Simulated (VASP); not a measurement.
# BN (Imm2) in VASP: a series of runs, part 3 of 3

VASP 6.6.1. The steps go on from the part before.

## Step 4: Band structure, HSE06

Input file POSCAR:

```
BN                                      
1.0
    2.5561910140      0.0000000000      0.0000000000
    0.0000000000      3.6150000000      0.0000000000
    0.0000000000      0.0000000000      2.5754904697
  B               N             
     2     2
Direct
     0.0000000000000000    0.0000000000000000    0.0000000000000000
     0.5000000000000000    0.5000000000000000    0.5000000000000000
     0.0000000000000000    0.2500000000000000    0.5000000000000000
     0.5000000000000000    0.7500000000000000    0.0000000000000000
```

Input file INCAR.step1:

```
  PREC = Accurate
  ENCUT = 520
  EDIFF = 1E-5
  ISMEAR = 0
  SIGMA = 0.02
  LREAL = F
  LASPH = T
  NELM = 100
  ALGO = Normal
  ISIF = 2
  LWAVE = T
  LCHARG = F
  GGA = PE
  KPAR = 4
```

Input file INCAR.step2:

```
  PREC = Accurate
  ENCUT = 520
  EDIFF = 1E-6
  ISMEAR = 0
  SIGMA = 0.02
  LREAL = F
  LASPH = T
  NELM = 100
  ALGO = Normal
  ISIF = 2
  LWAVE = F
  LCHARG = F
  GGA = PE
  LHFCALC = T
  HFSCREEN = 0.2
  PRECFOCK = Normal
  ISTART = 1
  KPAR = 4
```

Input file KPOINTS:

```
Automatic mesh
0
Gamma
  8 6 8
```

Input file KPOINTS_OPT:

```
path GXMGZRAZ,XR,MA
10
line-mode
reciprocal
 0.0000000000  0.0000000000  0.0000000000  G
 0.0000000000  0.0000000000 -0.5000000000  X

 0.0000000000  0.0000000000 -0.5000000000  X
-0.5000000000  0.0000000000 -0.5000000000  M

-0.5000000000  0.0000000000 -0.5000000000  M
 0.0000000000  0.0000000000  0.0000000000  G

 0.0000000000  0.0000000000  0.0000000000  G
 0.0000000000 -0.5000000000  0.0000000000  Z

 0.0000000000 -0.5000000000  0.0000000000  Z
 0.0000000000 -0.5000000000 -0.5000000000  R

 0.0000000000 -0.5000000000 -0.5000000000  R
-0.5000000000 -0.5000000000 -0.5000000000  A

-0.5000000000 -0.5000000000 -0.5000000000  A
 0.0000000000 -0.5000000000  0.0000000000  Z

 0.0000000000  0.0000000000 -0.5000000000  X
 0.0000000000 -0.5000000000 -0.5000000000  R

-0.5000000000  0.0000000000 -0.5000000000  M
-0.5000000000 -0.5000000000 -0.5000000000  A
```

Potentials or basis: VASP PAW PBE potentials, release 64 (B, N).

Command:

```sh
> cat potpaw_PBE.64/B/POTCAR potpaw_PBE.64/N/POTCAR > POTCAR
> cp INCAR.step1 INCAR
> mpirun -np 4 vasp_std > vasp.out
> cp INCAR.step2 INCAR
> mpirun -np 4 vasp_std > vasp.out
```

OUTCAR:

```text
PREC = Accurate
   ENCUT = 520
   EDIFF = 1E-6
   ISMEAR = 0
   LREAL = F
   LASPH = T
   NELM = 100
   ISIF = 2
   GGA = PE
   LHFCALC = T
   HFSCREEN = 0.2
   PRECFOCK = Normal
   ISTART = 1

 ion  position               nearest neighbor table
   1  0.000  0.000  0.000-   4 1.57   4 1.57   3 1.57   3 1.57
   2  0.500  0.500  0.500-   3 1.57   3 1.57   4 1.57   4 1.57
   3  0.000  0.250  0.500-   2 1.57   2 1.57   1 1.57   1 1.57
   4  0.500  0.750  0.000-   1 1.57   1 1.57   2 1.57   2 1.57

  LATTYP: Found a simple orthorhombic cell.
 ALAT       =     2.5561910140
 B/A-ratio  =     1.0075500835
 C/A-ratio  =     1.4142135624

  Lattice vectors:

 A1 = (  -2.5561910140,   0.0000000000,   0.0000000000)
 A2 = (   0.0000000000,   0.0000000000,   2.5754904697)
 A3 = (   0.0000000000,   3.6150000000,   0.0000000000)

Analysis of symmetry for initial positions (statically):
=====================================================================
 Subroutine PRICEL returns following result:

  LATTYP: Found a body centered orthorhombic cell.
 ALAT       =     2.5561910140
 B/A-ratio  =     1.0075500835
 C/A-ratio  =     1.4142135624

  Lattice vectors:

 A1 = (   1.2780955070,   1.8075000000,   1.2877452349)
 A2 = (  -1.2780955070,   1.8075000000,  -1.2877452349)
 A3 = (  -1.2780955070,  -1.8075000000,   1.2877452349)

   2 primitive cells build up your supercell.

 Routine SETGRP: Setting up the symmetry group for a
 simple orthorhombic supercell.

 Subroutine GETGRP returns: Found  4 space group operations
 (whereof  4 operations were pure point group operations)
 out of a pool of  8 trial point group operations.

The static configuration has the point symmetry C_2v.

Analysis of symmetry for dynamics (positions and initial velocities):
[... 158 lines left out ...]
   ENCUTFOCK=  -1.0 apply spherical cutoff to Coloumb kernel
   IVDW    =     0    specifies the selected vdW correction
   LEPSILON=     F    determine dielectric tensor
   LRPA    =     F    only Hartree local field effects (RPA)
 non-spin polarized calculation
 Gauss-broadening in eV      SIGMA  =   0.02
  energy-cutoff  :      520.00
  volume of cell :       23.80
 maximum number of plane-waves:       664
 NGX is ok and might be reduce to    20
  NGX = 16; NGY = 24; NGZ = 16

 number of electron      16.0000000 magnetization

 Free energy of the ion-electron system (eV)
  ---------------------------------------------------
  ext. energy  EPLUGINS =         0.00000000
  ---------------------------------------------------
  free energy    TOTEN  =       -40.71255629 eV

  energy without entropy =      -40.71255629  energy(sigma->0) =      -40.71255629

 E-fermi :   6.6361     XC(G=0): -10.4466

 val. band max:        6.4659846887   @ k =   0.0000   0.0000   0.0000
 cond. band min:      12.1803005288   @ k =   0.0000   0.0000   0.0000
 fundamental gap:      5.7143158402
 Fermi energy:         6.6361302788

 k-point     1 :       0.0000    0.0000    0.0000
  band No.  band energies     occupation
      1     -15.5792      2.00000
      2      -9.5905      2.00000
      3      -3.2403      2.00000
      4       1.0613      2.00000
      5       1.2015      2.00000
      6       6.4187      2.00000
      7       6.4398      2.00000
      8       6.4660      2.00000
      9      12.1803      0.00000
     10      16.8823      0.00000
     11      16.9443      0.00000
     12      17.0942      0.00000
[... 331 lines left out ...]
 k-point    24 :       0.3750    0.0000    0.1250
  band No.  band energies     occupation
      1     -12.9819      2.00000
      2     -10.0233      2.00000
      3      -2.5258      2.00000
      4      -0.9188      2.00000
      5       0.2446      2.00000
      6       1.9817      2.00000
      7       2.2476      2.00000
      8       4.2515      2.00000
      9      16.5985      0.00000
     10      17.2841      0.00000
     11      20.0288      0.00000
     12      20.3946      0.00000

 [... further k-points ...]

------------------------ aborting loop because EDIFF is reached ----------------------------------------

  FORCE on cell =-STRESS in cart. coord.  units (eV):
  Direction    XX          YY          ZZ          XY          YZ          ZX
  --------------------------------------------------------------------------------------
  -------------------------------------------------------------------------------------
  Total       -0.8697412     -1.0291775     -1.8911881      0.0000000      0.0000000      0.0000000
  in kB      -58.5516405    -69.2850132   -127.3162228      0.0000000      0.0000000      0.0000000
  external PRESSURE =     -85.0509588 kB  Pullay stress =       0.0000000 kB

 VOLUME and BASIS-vectors are now :
 -----------------------------------------------------------------------------
  energy-cutoff  :      520.00
  volume of cell :       23.80
      direct lattice vectors                 reciprocal lattice vectors
     2.556191014  0.000000000  0.000000000     0.391207071  0.000000000  0.000000000
     0.000000000  3.615000000  0.000000000     0.000000000  0.276625173  0.000000000
     0.000000000  0.000000000  2.575490470     0.000000000  0.000000000  0.388275558

 POSITION                                       TOTAL-FORCE (eV/Angst)
 -----------------------------------------------------------------------------------
      0.00000      0.00000      0.00000         0.000000      0.009067      0.000000
      1.27810      1.80750      1.28775         0.000000      0.009067      0.000000
      0.00000      0.90375      1.28775         0.000000     -0.009067     -0.000000
      1.27810      2.71125      0.00000         0.000000     -0.009067     -0.000000
 -----------------------------------------------------------------------------------
    total drift:                               -0.000000     -0.000042      0.000000

  FREE ENERGIE OF THE ION-ELECTRON SYSTEM (eV)
  ---------------------------------------------------
  free  energy   TOTEN  =       -40.7125562909 eV

  energy  without entropy=      -40.7125562909  energy(sigma->0) =      -40.71255629
```

OSZICAR.step1:

```text
N       E                     dE             d eps       ncg     rms          rms(c)
DAV:   1     0.523040144293E+02    0.52304E+02   -0.90316E+03  2400   0.133E+03
DAV:   2    -0.342324779758E+02   -0.86536E+02   -0.80765E+02  3336   0.270E+02
DAV:   3    -0.367916117555E+02   -0.25591E+01   -0.25497E+01  3144   0.474E+01
DAV:   4    -0.368069466650E+02   -0.15335E-01   -0.15320E-01  2984   0.368E+00
DAV:   5    -0.368071432694E+02   -0.19660E-03   -0.19648E-03  3064   0.373E-01    0.942E+00
DAV:   6    -0.350625196071E+02    0.17446E+01   -0.47998E+00  2964   0.181E+01    0.453E+00
DAV:   7    -0.349288227731E+02    0.13370E+00   -0.23272E-01  2840   0.471E+00    0.272E+00
DAV:   8    -0.349001200813E+02    0.28703E-01   -0.72729E-02  2708   0.253E+00    0.223E-01
DAV:   9    -0.348992493533E+02    0.87073E-03   -0.22690E-03  2976   0.491E-01    0.124E-01
DAV:  10    -0.348994821977E+02   -0.23284E-03   -0.37810E-04  2816   0.194E-01    0.272E-02
DAV:  11    -0.348994870329E+02   -0.48352E-05   -0.96882E-05  2964   0.842E-02
   1 F= -.34899487E+02 E0= -.34899487E+02  d E =-.639245E-15
```

It took 25 min on 4 MPI ranks of Intel Xeon 6975P-C (Granite Rapids), shared host; peak memory 0.33 GiB.

Results:

* Free energy: -40.7126 eV
* Pressure: -8.5 GPa
* Largest force: 0.009 eV/Å
* Band gap on the k mesh: 5.71 eV
* Band gap along the path: 5.71 eV

Forces in eV/Å, atoms in the order of the input:
```
B    0.000  0.009  0.000
B    0.000  0.009  0.000
N    0.000 -0.009  0.000
N    0.000 -0.009  0.000
```

Stress tensor (GPa, compression positive):
```
 -5.86   0.00   0.00
  0.00  -6.93   0.00
  0.00   0.00 -12.73
```

Levels at the corners of the path, in eV from the valence-band top:
| point | band 6 | band 7 | band 8 | band 9 | band 10 | band 11 |
| --- | --- | --- | --- | --- | --- | --- |
| Γ | -0.05 | -0.03 | 0.00 | 5.71 | 10.46 | 10.53 |
| X | -6.05 | -2.28 | -2.28 | 11.35 | 11.35 | 14.20 |
| X | -6.05 | -2.28 | -2.28 | 11.35 | 11.35 | 14.19 |
| M | -5.28 | -5.28 | -5.28 | 5.78 | 5.78 | 10.72 |
| M | -5.28 | -5.28 | -5.28 | 5.78 | 5.78 | 10.72 |
| Γ | -0.05 | -0.03 | 0.00 | 5.71 | 10.45 | 10.48 |
| Γ | -0.05 | -0.03 | 0.00 | 5.71 | 10.43 | 10.50 |
| Z | -3.33 | -3.22 | -3.22 | 8.25 | 8.25 | 13.20 |
| Z | -3.33 | -3.22 | -3.22 | 8.25 | 8.25 | 13.20 |
| R | -2.12 | -2.05 | -2.05 | 11.81 | 11.82 | 12.47 |
| R | -2.12 | -2.05 | -2.05 | 11.81 | 11.82 | 12.50 |
| A | -7.50 | -6.96 | -6.96 | 11.24 | 11.24 | 15.35 |
| A | -7.50 | -6.96 | -6.96 | 11.24 | 11.24 | 15.35 |
| Z | -3.33 | -3.22 | -3.22 | 8.25 | 8.25 | 13.20 |
| X | -6.05 | -2.28 | -2.28 | 11.35 | 11.35 | 14.19 |
| R | -2.12 | -2.05 | -2.05 | 11.81 | 11.83 | 12.46 |
| M | -5.28 | -5.28 | -5.28 | 5.78 | 5.78 | 10.72 |
| A | -7.50 | -6.96 | -6.96 | 11.24 | 11.24 | 15.35 |

Caveat: the PAW data sets were made with another functional, which shifts forces and pressure a little.

## Step 5: Band structure, PBE0

POSCAR is that of step 4.

INCAR.step1 is that of step 4.

Changes to INCAR.step2 since step 4:

```diff
@@ -14,5 +14,6 @@
   LHFCALC = T
-  HFSCREEN = 0.2
+  AEXX = 0.25
   PRECFOCK = Normal
   ISTART = 1
+  HFRCUT = -1
   KPAR = 4
```

Input file KPOINTS:

```
Automatic mesh
0
Gamma
  7 5 7
```

KPOINTS_OPT is that of step 4.

Command:

```sh
> cat potpaw_PBE.64/B/POTCAR potpaw_PBE.64/N/POTCAR > POTCAR
> cp INCAR.step1 INCAR
> mpirun -np 4 vasp_std > vasp.out
> cp INCAR.step2 INCAR
> mpirun -np 4 vasp_std > vasp.out
```

Wall time 9.6 min (4 MPI ranks of Intel Xeon 6975P-C (Granite Rapids), shared host); peak memory 0.19 GiB.

It converged, with:

```yaml
Free_energy: -42.5391 eV
Pressure: -8.4 GPa
Largest_force: 0.009 eV/Å
Band_gap_on_the_k_mesh: 6.46 eV
Band_gap_along_the_path: 6.46 eV
```

Forces on the atoms (eV/Å):
```
B    0.000  0.009  0.000
B    0.000  0.009  0.000
N    0.000 -0.009  0.000
N    0.000 -0.009  0.000
```

Stress tensor (GPa, compression positive):
```
 -5.75   0.00   0.00
  0.00  -6.84   0.00
  0.00   0.00 -12.63
```

Levels at the corners of the path, in eV from the valence-band top:
```
point  band 6  band 7  band 8  band 9  band 10  band 11
    Γ   -0.05   -0.03    0.00    6.46    11.20    11.28
    X   -6.09   -2.30   -2.30   12.10    12.10    14.95
    X   -6.09   -2.30   -2.30   12.10    12.10    14.95
    M   -5.30   -5.30   -5.30    6.52     6.52    11.46
    M   -5.30   -5.30   -5.30    6.52     6.52    11.46
    Γ   -0.05   -0.03    0.00    6.46    11.18    11.22
    Γ   -0.05   -0.03    0.00    6.46    11.16    11.24
    Z   -3.35   -3.24   -3.24    8.99     8.99    13.96
    Z   -3.35   -3.24   -3.24    8.99     8.99    13.96
    R   -2.14   -2.06   -2.06   12.56    12.56    13.21
    R   -2.14   -2.06   -2.06   12.56    12.57    13.24
    A   -7.54   -6.99   -6.99   12.00    12.00    16.11
    A   -7.54   -6.99   -6.99   12.00    12.00    16.11
    Z   -3.35   -3.24   -3.24    8.99     8.99    13.96
    X   -6.09   -2.30   -2.30   12.10    12.10    14.95
    R   -2.14   -2.06   -2.06   12.56    12.61    13.22
    M   -5.30   -5.30   -5.30    6.52     6.52    11.46
    A   -7.54   -6.99   -6.99   12.00    12.00    16.11
```

Caveat: the PAW data sets were made with another functional, which shifts forces and pressure a little.

## Step 6: Summary

```tsv
level	k mesh	further INCAR settings	grid for exact exchange (PRECFOCK)	screening parameter	exchange at q = 0	gap on the mesh (eV)	pressure (GPa)	largest force (eV/Å)
PBE	9 × 7 × 9	ALGO = Fast; EDIFF = 1e-06	-	-	-	4.38	-	-
r2SCAN	9 × 7 × 9	ALGO = Normal; EDIFF = 1e-06	-	-	-	4.89	-3.5	-
HSE06	8 × 6 × 8	ALGO = Normal; EDIFF = 1e-06	Normal	0.2 1/A	-	5.71	-8.5	0.01
PBE0	7 × 5 × 7	ALGO = Normal; EDIFF = 1e-06	Normal	-	truncated	6.46	-8.4	0.01
```

Alike in all rows: task band structure; potentials or basis VASP PAW PBE potentials, release 64 (B, N); no spin polarisation; cell as given; cutoff (eV) 520; smearing gaussian 0.02 eV.

On the cell as given the gap runs from 4.38 eV (PBE) to 6.46 eV (PBE0); the meshes differ, which moves gaps too. The pressure there spans -8.5 GPa (HSE06) to -3.5 GPa (r2SCAN); a positive pressure means that this level wants a larger cell, a negative one a smaller.

Caveats: the PAW data sets were made with another functional, which shifts forces and pressure a little (some runs).

Total energies depend on the potentials used, so only differences within one code and one set of settings carry meaning.
